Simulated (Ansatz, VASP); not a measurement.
# One calculation of K, two programs

INCAR

```
SYSTEM = K
  PREC = Accurate
  ENCUT = 520
  EDIFF = 1E-7
  ISMEAR = -1
  SIGMA = 0.05
  LREAL = .False.
  LASPH = .True.
  NELM = 100
  ALGO = Normal
  ISIF = 2
  LWAVE = .False.
  LCHARG = .False.
  GGA = PE
  NBANDS = 10
```

The input KPOINTS:

```
regular mesh
0
Gamma
  7 7 7
  0 0 0
```

POSCAR

```
K
1.0
   -2.7330567785      2.7330567785      2.7330567785
    2.7330567785     -2.7330567785      2.7330567785
    2.7330567785      2.7330567785     -2.7330567785
K
1
Direct
    0.0000000000      0.0000000000      0.0000000000
```

File input.yaml:

```yaml
crystal:
  lattice:
    - [-2.7330567785, 2.7330567785, 2.7330567785]
    - [2.7330567785, -2.7330567785, 2.7330567785]
    - [2.7330567785, 2.7330567785, -2.7330567785]
  atoms:
    - { symbol: K, position: [0.0, 0.0, 0.0] }
hamiltonian:
  xc: pbe
  pseudopotentials: { kind: paw }
kpoints:
  mp_grid: { grid: [7, 7, 7] }
scf:
  occupations: { method: fermi_dirac, width: 0.05 }
output:
  forces: true
  stress: true
  eigenvalues: true
```

Change from the starting cell: volume scaled by 1.04.

Alike in both runs: task single point; functional PBE; k mesh 7 × 7 × 7; occupations fermi-dirac, width 0.05 eV; no spin polarisation.

|  | VASP | Ansatz |
| --- | --- | --- |
| version | VASP 6.6.1 | Ansatz 0.2.0 |
| potentials or method | VASP PAW PBE potentials, release 64 (K_sv) | Ansatz PAW |
| plane-wave cutoff (eV) | 520 | 420 |
| valence electrons in the cell | 9 | 9 |

```csv
,VASP,Ansatz,Ansatz less VASP
gap on the k mesh at the Fermi level (eV),none,none,-
pressure (GPa),-0.3,-0.3,+0.01
```

A gap of «none» marks a metal or a gap that the smearing closes. With one functional, cell and mesh, what is left measures potentials, basis and numerics.
